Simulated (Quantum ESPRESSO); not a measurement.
# Sb (P2_1/m) in Quantum ESPRESSO: a series of runs

Runs on Sb. Level: PBEsol. Tasks: single point, equation of state.

Everything below comes from runs of Quantum ESPRESSO 7.5. Logs are shortened: lines on timing, memory, paths and dates and some standing lists are left out, and cuts for length are marked.

## 1. Starting point

The structure is monoclinic, space group P2_1/m (No. 11). Conventional cell: a = 3.122 Å, b = 4.348 Å, c = 4.406 Å, α = 90.00°, β = 90.51°, γ = 90.00°. Sb (site symmetry m) has 6 Sb at 3.04 to 3.15 Å as nearest neighbours.

This isn't the form of Sb at room conditions, which is rhombohedral.

## 2. Single point, PBEsol, 28.11 Å³/atom

Input file pw.in:

```
&CONTROL
  calculation = 'scf'
  prefix = 'pwscf'
  outdir = './tmp'
  pseudo_dir = './pseudo'
  tstress = .true.
  disk_io = 'nowf'
/
&SYSTEM
  ibrav = 0
  nat = 2
  ntyp = 1
  ecutwfc = 45
  ecutrho = 360
  nbnd = 22
  occupations = 'smearing'
  smearing = 'fd'
  degauss = 0.00367493
/
&ELECTRONS
  conv_thr = 4d-10
  electron_maxstep = 120
  mixing_beta = 0.5
/
ATOMIC_SPECIES
Sb   121.7600 sb_pbesol_v1.4.uspp.F.UPF
CELL_PARAMETERS angstrom
   3.0586616250    0.0000000000    0.0000000000
   0.0000000000    4.2587682402    0.0000000000
  -0.0381205934    0.0000000000    4.3159114163
ATOMIC_POSITIONS crystal
Sb     0.0113890000    0.2500000000    0.2411660000
Sb     0.9886110000    0.7500000000    0.7588340000
K_POINTS automatic
9 6 6 0 0 0
```

Potentials or basis: GBRV 1.5 PBEsol.

Launch:

```
$ OMP_NUM_THREADS=1 mpirun -n 2 pw.x -nk 2 -in pw.in > pw.out
```

pw.out:

```text
This program is part of the open-source Quantum ESPRESSO suite
     for quantum simulation of materials; please cite
[... 13 lines left out ...]
     --------------------
     sticks:   dense  smooth     PW     G-vecs:    dense   smooth      PW
     Sum        1331     675    203                43761    15519    2661

     Using Slab Decomposition

     bravais-lattice index     =            0
     lattice parameter (alat)  =       5.7800  a.u.
     unit-cell volume          =     379.3889 (a.u.)^3
     number of atoms/cell      =            2
     number of atomic types    =            1
     number of electrons       =        30.00
     number of Kohn-Sham states=           22
     kinetic-energy cutoff     =      45.0000  Ry
     charge density cutoff     =     360.0000  Ry
     scf convergence threshold =      4.0E-10
     mixing beta               =       0.5000
     number of iterations used =            8  plain     mixing
     Exchange-correlation= SLA  PW   PSX  PSC
                           (   1   4  10   8   0   0   0)

     celldm(1)=   5.780033  celldm(2)=   0.000000  celldm(3)=   0.000000
     celldm(4)=   0.000000  celldm(5)=   0.000000  celldm(6)=   0.000000

     crystal axes: (cart. coord. in units of alat)
               a(1) = (   1.000000   0.000000   0.000000 )
               a(2) = (   0.000000   1.392363   0.000000 )
               a(3) = (  -0.012463   0.000000   1.411046 )

     reciprocal axes: (cart. coord. in units 2 pi/alat)
               b(1) = (  1.000000 -0.000000  0.008833 )
               b(2) = (  0.000000  0.718203 -0.000000 )
               b(3) = (  0.000000  0.000000  0.708694 )

     PseudoPot. # 1 for Sb read from file:
     sb_pbesol_v1.4.uspp.F.UPF
     Pseudo is Ultrasoft + core correction, Zval = 15.0
     Generated by new atomic code, or converted to UPF format
     Using radial grid of  891 points,  6 beta functions with:
                l(1) =   0
                l(2) =   0
                l(3) =   1
                l(4) =   1
                l(5) =   2
                l(6) =   2
     Q(r) pseudized with  8 coefficients,  rinner =    1.350   1.350   1.350
                                                       1.350   1.350

     atomic species   valence    mass     pseudopotential
     Sb               15.00   121.76000     Sb( 1.00)

      4 Sym. Ops., with inversion, found ( 2 have fractional translation)

   Cartesian axes

     site n.     atom                  positions (alat units)
         1        Sb     tau(   1) = (   0.0083833   0.3480908   0.3402963  )
         2        Sb     tau(   2) = (   0.9791535   1.0442725   1.0707495  )

     number of k points=   112  Fermi-Dirac smearing, width (Ry)=  0.0037

     Number of k-points >= 100: set verbosity='high' to print them.

     Dense  grid:    43761 G-vectors     FFT dimensions: (  36,  50,  50)

     Smooth grid:    15519 G-vectors     FFT dimensions: (  25,  36,  36)

     Check: negative core charge=   -0.000003

     Initial potential from superposition of free atoms

     starting charge      28.0000, renormalised to      30.0000
     Starting wfcs are   18 randomized atomic wfcs +    4 random wfcs

     Self-consistent Calculation

     iteration #  1     ecut=    45.00 Ry     beta= 0.50
     Davidson diagonalization with overlap
     ethr =  1.00E-02,  avg # of iterations =  6.3

     total energy              =    -368.78641722 Ry
     estimated scf accuracy    <       2.02083035 Ry

     iteration #  2     ecut=    45.00 Ry     beta= 0.50
     Davidson diagonalization with overlap
     ethr =  6.74E-03,  avg # of iterations =  2.0

     total energy              =    -369.19416914 Ry
     estimated scf accuracy    <       0.02064403 Ry

     iteration #  3     ecut=    45.00 Ry     beta= 0.50
     Davidson diagonalization with overlap
     ethr =  6.88E-05,  avg # of iterations =  3.1

     total energy              =    -369.19583159 Ry
     estimated scf accuracy    <       0.00257379 Ry

     iteration #  4     ecut=    45.00 Ry     beta= 0.50
     Davidson diagonalization with overlap
     ethr =  8.58E-06,  avg # of iterations =  2.8

     total energy              =    -369.19601550 Ry
     estimated scf accuracy    <       0.00005022 Ry

     iteration #  5     ecut=    45.00 Ry     beta= 0.50
     Davidson diagonalization with overlap
     ethr =  1.67E-07,  avg # of iterations =  2.9

     total energy              =    -369.19602627 Ry
     estimated scf accuracy    <       0.00000653 Ry

     iteration #  6     ecut=    45.00 Ry     beta= 0.50
     Davidson diagonalization with overlap
     ethr =  2.18E-08,  avg # of iterations =  1.9

     total energy              =    -369.19602666 Ry
     estimated scf accuracy    <       0.00000012 Ry

     iteration #  7     ecut=    45.00 Ry     beta= 0.50
     Davidson diagonalization with overlap
     ethr =  4.10E-10,  avg # of iterations =  3.0

     total energy              =    -369.19602673 Ry
     estimated scf accuracy    <          1.5E-09 Ry

     iteration #  8     ecut=    45.00 Ry     beta= 0.50
     Davidson diagonalization with overlap
     ethr =  5.00E-12,  avg # of iterations =  3.0

     End of self-consistent calculation

     Number of k-points >= 100: set verbosity='high' to print the bands.

     the Fermi energy is    11.0722 ev

!    total energy              =    -369.19602673 Ry
     estimated scf accuracy    <          2.8E-10 Ry
     smearing contrib. (-TS)   =      -0.00087767 Ry
     internal energy E=F+TS    =    -369.19514906 Ry

     The total energy is F=E-TS. E is the sum of the following terms:
     one-electron contribution =    -155.01989393 Ry
     hartree contribution      =      95.16563954 Ry
     xc contribution           =     -87.20728815 Ry
     ewald contribution        =    -222.13360653 Ry

     convergence has been achieved in   8 iterations

     Computing stress (Cartesian axis) and pressure

          total   stress  (Ry/bohr**3)                   (kbar)     P=       12.33
   0.00008129   0.00000000   0.00000731           11.96        0.00        1.08
   0.00000000   0.00007341   0.00000000            0.00       10.80        0.00
   0.00000731   0.00000000   0.00009684            1.08        0.00       14.25

=------------------------------------------------------------------------------=
   JOB DONE.
=------------------------------------------------------------------------------=
```

It took 48 s on 2 MPI ranks of Arm Neoverse N1, shared host; peak memory 0.32 GiB.

Results:

| Property | Result |
| --- | --- |
| Free energy | -5023.1678 eV |
| Pressure | 1.2 GPa |
| Band gap on the k mesh | none (metal or under the smearing width) |

## 3. Single point, PBEsol, 28.71 Å³/atom

pw.in, as its differences from that of step 2:

```diff
@@ -27,5 +27,5 @@
 CELL_PARAMETERS angstrom
-   3.0586616250    0.0000000000    0.0000000000
-   0.0000000000    4.2587682402    0.0000000000
-  -0.0381205934    0.0000000000    4.3159114163
+   3.0802022053    0.0000000000    0.0000000000
+   0.0000000000    4.2887605540    0.0000000000
+  -0.0383890571    0.0000000000    4.3463061600
 ATOMIC_POSITIONS crystal
```

Potentials or basis: GBRV 1.5 PBEsol.

Launch:

```
$ OMP_NUM_THREADS=1 mpirun -n 2 pw.x -nk 2 -in pw.in > pw.out
```

Run time: 49 s. Hardware: 2 MPI ranks of Arm Neoverse N1, shared host; peak memory 0.32 GiB.

Results (log left out):

| Property | Result |
| --- | --- |
| Free energy | -5023.1739 eV |
| Pressure | -0.1 GPa |
| Band gap on the k mesh | none (metal or under the smearing width) |

## 4. Single point, PBEsol, 29.31 Å³/atom

pw.in, as its differences from that of step 3:

```diff
@@ -27,5 +27,5 @@
 CELL_PARAMETERS angstrom
-   3.0802022053    0.0000000000    0.0000000000
-   0.0000000000    4.2887605540    0.0000000000
-  -0.0383890571    0.0000000000    4.3463061600
+   3.1014456505    0.0000000000    0.0000000000
+   0.0000000000    4.3183391477    0.0000000000
+  -0.0386538176    0.0000000000    4.3762816325
 ATOMIC_POSITIONS crystal
```

Launch:

```
$ OMP_NUM_THREADS=1 mpirun -n 2 pw.x -nk 2 -in pw.in > pw.out
```

Run time: 49 s. Hardware: 2 MPI ranks of Arm Neoverse N1, shared host; peak memory 0.32 GiB.

It converged, with:

```
Free energy            : -5023.1703 eV
Pressure               : -1.3 GPa
Band gap on the k mesh : none (metal or under the smearing width)
```

## 5. Single point, PBEsol, 29.90 Å³/atom

pw.in, as its differences from that of step 4:

```diff
@@ -27,5 +27,5 @@
 CELL_PARAMETERS angstrom
-   3.1014456505    0.0000000000    0.0000000000
-   0.0000000000    4.3183391477    0.0000000000
-  -0.0386538176    0.0000000000    4.3762816325
+   3.1224020000    0.0000000000    0.0000000000
+   0.0000000000    4.3475180000    0.0000000000
+  -0.0389150000    0.0000000000    4.4058520000
 ATOMIC_POSITIONS crystal
```

Launch:

```
$ OMP_NUM_THREADS=1 mpirun -n 2 pw.x -nk 2 -in pw.in > pw.out
```

Wall time 50 s (2 MPI ranks of Arm Neoverse N1, shared host); peak memory 0.34 GiB.

It converged, with:

```
Free energy            : -5023.1583 eV
Pressure               : -2.4 GPa
Band gap on the k mesh : none (metal or under the smearing width)
```

## 6. Single point, PBEsol, 30.50 Å³/atom

pw.in, as its differences from that of step 5:

```diff
@@ -27,5 +27,5 @@
 CELL_PARAMETERS angstrom
-   3.1224020000    0.0000000000    0.0000000000
-   0.0000000000    4.3475180000    0.0000000000
-  -0.0389150000    0.0000000000    4.4058520000
+   3.1430807616    0.0000000000    0.0000000000
+   0.0000000000    4.3763103490    0.0000000000
+  -0.0391727227    0.0000000000    4.4350306782
 ATOMIC_POSITIONS crystal
```

Potentials or basis: GBRV 1.5 PBEsol.

Launch:

```
$ OMP_NUM_THREADS=1 mpirun -n 2 pw.x -nk 2 -in pw.in > pw.out
```

It took 51 s on 2 MPI ranks of Arm Neoverse N1, shared host; peak memory 0.34 GiB.

It converged, with:

| Quantity | Value |
| --- | --- |
| Free energy | -5023.1386 eV |
| Pressure | -3.3 GPa |
| Band gap on the k mesh | none (metal or under the smearing width) |

## 7. Single point, PBEsol, 31.10 Å³/atom

pw.in, as its differences from that of step 6:

```diff
@@ -27,5 +27,5 @@
 CELL_PARAMETERS angstrom
-   3.1430807616    0.0000000000    0.0000000000
-   0.0000000000    4.3763103490    0.0000000000
-  -0.0391727227    0.0000000000    4.4350306782
+   3.1634909488    0.0000000000    0.0000000000
+   0.0000000000    4.4047287450    0.0000000000
+  -0.0394270982    0.0000000000    4.4638303856
 ATOMIC_POSITIONS crystal
```

Launch:

```
$ OMP_NUM_THREADS=1 mpirun -n 2 pw.x -nk 2 -in pw.in > pw.out
```

It took 55 s on 2 MPI ranks of Arm Neoverse N1, shared host; peak memory 0.36 GiB.

It converged, with:

```yaml
Free_energy: -5023.1123 eV
Pressure: -4.2 GPa
Band_gap_on_the_k_mesh: none (metal or under the smearing width)
```

## 8. Single point, PBEsol, 31.70 Å³/atom

pw.in, as its differences from that of step 7:

```diff
@@ -27,5 +27,5 @@
 CELL_PARAMETERS angstrom
-   3.1634909488    0.0000000000    0.0000000000
-   0.0000000000    4.4047287450    0.0000000000
-  -0.0394270982    0.0000000000    4.4638303856
+   3.1836411160    0.0000000000    0.0000000000
+   0.0000000000    4.4327850985    0.0000000000
+  -0.0396782330    0.0000000000    4.4922631929
 ATOMIC_POSITIONS crystal
```

Launch:

```
$ OMP_NUM_THREADS=1 mpirun -n 2 pw.x -nk 2 -in pw.in > pw.out
```

It took 56 s on 2 MPI ranks of Arm Neoverse N1, shared host; peak memory 0.36 GiB.

Results (log left out):

| Quantity | Value |
| --- | --- |
| Free energy | -5023.0799 eV |
| Pressure | -5.0 GPa |
| Band gap on the k mesh | none (metal or under the smearing width) |

## 9. Equation of state, PBEsol

Potentials or basis: GBRV 1.5 PBEsol.

No new run: the results of the series are fitted here.

Results:

```yaml
Equilibrium_volume: 28.77 Å³/atom
Bulk_modulus_at_fixed_shape_and_positions: 61 GPa
Pressure_derivative_of_the_bulk_modulus: 4.6
```

Energy against volume, from the lowest point:
```
volume (Å³/atom)  energy (meV/atom)
          28.110               3.01
          28.708               0.00
          29.306               1.77
          29.904               7.79
          30.502              17.61
          31.100              30.78
          31.698              46.97
```

Caveat: the cell was scaled at fixed shape and fractional positions, which overstates the stiffness of a crystal with free parameters, most of all of layers and chains. Spin-orbit coupling is left out, which matters for the levels of Sb.
